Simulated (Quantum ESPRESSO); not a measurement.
A calculation with Quantum ESPRESSO 7.5 of ZnSe (Stilleite) (native input, structure typed inline):

The input pw.in:

```
&CONTROL
  calculation = 'scf'
  prefix = 'pwscf'
  outdir = './tmp'
  pseudo_dir = './pseudo'
  tprnfor = .true.
  tstress = .true.
  disk_io = 'low'
/
&SYSTEM
  ibrav = 0
  nat = 2
  ntyp = 2
  ecutwfc = 55
  ecutrho = 440
  nbnd = 20
  occupations = 'smearing'
  smearing = 'fd'
  degauss = 0.00367493
/
&ELECTRONS
  conv_thr = 4d-10
  electron_maxstep = 120
  mixing_beta = 0.5
/
ATOMIC_SPECIES
Se    78.9710 Se_pbe_v1.uspp.F.UPF
Zn    65.3800 Zn_pbe_v1.uspp.F.UPF
CELL_PARAMETERS angstrom
   0.0000000000    2.8338000000    2.8338000000
   2.8338000000    0.0000000000    2.8338000000
   2.8338000000    2.8338000000    0.0000000000
ATOMIC_POSITIONS crystal
Se     0.7500000000    0.7500000000    0.7500000000
Zn     0.0000000000    0.0000000000    0.0000000000
K_POINTS automatic
8 8 8 0 0 0
```

Contents of pp_density.in:

```
&INPUTPP
  prefix = 'pwscf'
  outdir = './tmp'
  filplot = 'density.dat'
  plot_num = 0
/
&PLOT
  nfile = 1
  filepp(1) = 'density.dat'
  iflag = 3
  output_format = 6
  fileout = 'density.cube'
/
```

File pp_potential.in:

```
&INPUTPP
  prefix = 'pwscf'
  outdir = './tmp'
  filplot = 'potential.dat'
  plot_num = 11
/
&PLOT
  nfile = 1
  filepp(1) = 'potential.dat'
  iflag = 3
  output_format = 6
  fileout = 'potential.cube'
/
```

Potentials or basis: SSSP 1.3 efficiency PBE.

Command:

```bash
$ OMP_NUM_THREADS=1 pw.x -in pw.in > pw.out
$ OMP_NUM_THREADS=1 pp.x -in pp_density.in > pp_density.out
$ OMP_NUM_THREADS=1 pp.x -in pp_potential.in > pp_potential.out
```

**Question.** Write the same calculation in another form: ASE script, structure from a P1 CIF.

**Answer.** As run:

The input run.py:

```python
import numpy as np
from ase.calculators.espresso import Espresso, EspressoProfile
from ase.io import read

atoms = read('ZnSe.cif')

input_data = {
    'control': {'calculation': 'scf', 'prefix': 'pwscf', 'outdir': './tmp', 'tprnfor': True, 'tstress': True, 'disk_io': 'nowf'},
    'system': {'ecutwfc': 55.0, 'ecutrho': 440.0, 'nbnd': 20, 'occupations': 'smearing', 'smearing': 'fd', 'degauss': 0.00367493},
    'electrons': {'conv_thr': 4e-10, 'electron_maxstep': 120, 'mixing_beta': 0.5},
}
pseudopotentials = {'Se': 'Se_pbe_v1.uspp.F.UPF', 'Zn': 'Zn_pbe_v1.uspp.F.UPF'}
profile = EspressoProfile(command='pw.x', pseudo_dir='pseudo')
dft = Espresso(profile=profile, input_data=input_data, pseudopotentials=pseudopotentials, kpts=(8, 8, 8), koffset=(0, 0, 0))
atoms.calc = dft

print(f'energy {atoms.get_potential_energy():.8f} eV')
print('forces (eV/A)')
print(np.round(atoms.get_forces(), 6))
print('stress (eV/A^3, Voigt)')
print(np.round(atoms.get_stress(), 8))
print(f'Fermi level {dft.get_fermi_level():.4f} eV')
```

Contents of ZnSe.cif:

```cif
data_ZnSe
_cell_length_a 4.00759839
_cell_length_b 4.00759839
_cell_length_c 4.00759839
_cell_angle_alpha 60.00000000
_cell_angle_beta 60.00000000
_cell_angle_gamma 60.00000000
_space_group_name_H-M_alt 'P1'
_space_group_name_Hall 'P 1'
_space_group_IT_number 1
loop_
_space_group_symop_operation_xyz
'x,y,z'
loop_
_atom_site_label
_atom_site_type_symbol
_atom_site_symmetry_multiplicity
_atom_site_Wyckoff_symbol
_atom_site_fract_x
_atom_site_fract_y
_atom_site_fract_z
_atom_site_occupancy
Se1 Se 1 a 0.7500000000 0.7500000000 0.7500000000 1
Zn1 Zn 1 a 0.0000000000 0.0000000000 0.0000000000 1
```

Potentials or basis: SSSP 1.3 efficiency PBE.

Run with:

```bash
$ OMP_NUM_THREADS=1 python run.py
```

Both were run:

|  | native input, structure typed inline | ASE script, structure from a P1 CIF |
| --- | --- | --- |
| Pressure | 2.2 GPa | 2.2 GPa |
| Band gap on the k mesh | 1.28 eV, direct | 1.28 eV, direct |

Keys that steer only the numerical path or the files written may differ.
